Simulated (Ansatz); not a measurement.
Energy ranking of AlNi3 structures

These are results of DFT r2SCAN, scalar-relativistic, plane waves, PAW (Ansatz), not measurements. All cells share a 500 eV cutoff and Γ-centred k meshes spaced at most 0.3 Å⁻¹ (0.19 for metals, 2π included).

All energies are static (0 K, no zero-point motion). Larger cells and other orderings weren't all tried, so the list isn't exhaustive. The k mesh leaves about 4 meV/atom of noise in metals. The magnetic state reached may not be the lowest. Magnetic atoms first started from parallel or listed moments, and other orders weren't tried. The functional can misorder magnetic and non-magnetic phases.

```tsv
#	started from	space group	atoms	V (Å³/atom)	ΔE (meV/atom)	gap on mesh (eV)	net m per atom / largest site m (μB)
1	database cell	Pm-3m (No. 221)	4	11.0	0	0.00	0.22 / 0.36
2	database cell	P6_3/mmc (No. 194)	8	11.0	20	0.00	0.21 / 0.33
3	database cell	Fm-3m (No. 225)	4	11.0	73	0.00	0.00 / 0.00
4	A15 type	Pm-3n (No. 223)	8	11.3	198	0.00	0.14 / 0.21
```

The lowest structure: Space group Pm-3m (No. 221), cubic, a = 3.526 Å. Around Al lie 12 Ni at 2.49 Å; around Ni lie 4 Al at 2.49 Å and 8 Ni at 2.49 Å. Its energy against the elements is -0.42 eV/atom. Formation energies are uncorrected and refer to the lowest elemental structures computed at the same level.

```cif
data_structure
_symmetry_space_group_name_H-M 'Pm-3m'
_symmetry_Int_Tables_number 221
_cell_length_a 3.5261
_cell_length_b 3.5261
_cell_length_c 3.5261
_cell_angle_alpha 90.000
_cell_angle_beta 90.000
_cell_angle_gamma 90.000
_cell_volume 43.84
loop_
_atom_site_label
_atom_site_type_symbol
_atom_site_symmetry_multiplicity
_atom_site_Wyckoff_symbol
_atom_site_fract_x
_atom_site_fract_y
_atom_site_fract_z
_atom_site_occupancy
Al1 Al 1 a 0.00000 0.00000 0.00000 1
Ni1 Ni 3 c 0.00000 0.50000 0.50000 1
```

The second: Space group P6_3/mmc (No. 194), hexagonal, a = 5.010 Å, c = 4.041 Å. Al is coordinated by 12 Ni at 2.50–2.51 Å; Ni has 8 Ni at 2.47–2.54 Å and 4 Al at 2.50–2.51 Å.